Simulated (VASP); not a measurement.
PtSe2: band structure with HSE06

Crystal: PtSe2.

```xyz
3
Lattice="3.7240 0.0000 0.0000 -1.8620 3.2251 0.0000 0.0000 0.0000 5.0620" Properties=species:S:1:pos:R:3 pbc="T T T"
Pt    0.0000    0.0000    0.0000
Se    0.0000    2.1501    1.2655
Se    1.8620    1.0750    3.7965
```

```
Program                            : VASP 6.6.1
Task                               : band structure
Functional                         : HSE06
Potentials or basis                : VASP PAW PBE potentials, release 64 (Pt, Se)
Cutoff                             : 520 eV
k mesh                             : 6 × 6 × 4
Occupations                        : gaussian, width 0.02 eV
Spin                               : no spin polarisation
Grid for exact exchange (PRECFOCK) : Fast
Screening parameter                : 0.2 1/A
Further INCAR settings             : ALGO = Normal; EDIFF = 1e-07
```

```json
{"Pressure": "2.6 GPa", "Largest force": "0.082 eV/Å", "Band gap along the path": "none (metal or under the smearing width)"}
```

Forces on the atoms (eV/Å):
```
Pt   0.000  0.000  0.000
Se   0.000  0.000  0.082
Se   0.000  0.000 -0.082
```

Stress tensor (GPa, compression positive):
```
2.32 0.00 0.00
0.00 2.32 0.00
0.00 0.00 3.06
```

Levels at the corners of the path, in eV from the Fermi level:
```csv
point,band 9,band 10,band 11,band 12,band 13,band 14
Γ,-1.64,-1.64,0.12,1.47,1.47,3.79
M,-4.54,-4.38,-3.92,0.72,2.54,5.11
M,-4.54,-4.38,-3.92,0.72,2.54,5.11
K,-3.42,-2.78,-2.78,0.02,0.02,4.45
K,-3.42,-2.78,-2.78,0.02,0.02,4.45
Γ,-1.64,-1.64,0.12,1.47,1.47,3.79
Γ,-1.64,-1.64,0.12,1.47,1.47,3.79
A,-2.51,-2.09,-2.09,2.43,2.43,5.08
A,-2.51,-2.09,-2.09,2.43,2.43,5.08
L,-4.46,-3.63,-1.97,1.02,1.69,5.01
L,-4.46,-3.63,-1.97,1.02,1.69,5.01
H,-5.05,-3.69,-3.69,2.20,2.20,7.24
H,-5.05,-3.69,-3.69,2.20,2.20,7.24
A,-2.51,-2.09,-2.09,2.43,2.43,5.08
L,-4.46,-3.63,-1.97,1.02,1.69,5.01
M,-4.54,-4.38,-3.92,0.72,2.54,5.11
K,-3.42,-2.78,-2.78,0.02,0.02,4.45
H,-5.05,-3.69,-3.69,2.20,2.20,7.24
```

Run time: 51 min on 1 thread of Intel(R) Xeon(R) 6975P-C (Granite Rapids), on a shared host, peak memory 0.35 GiB.

Caveat: the PAW data sets were made with another functional, which shifts forces and pressure a little; spin-orbit coupling is left out, which moves the levels of the heavy elements.
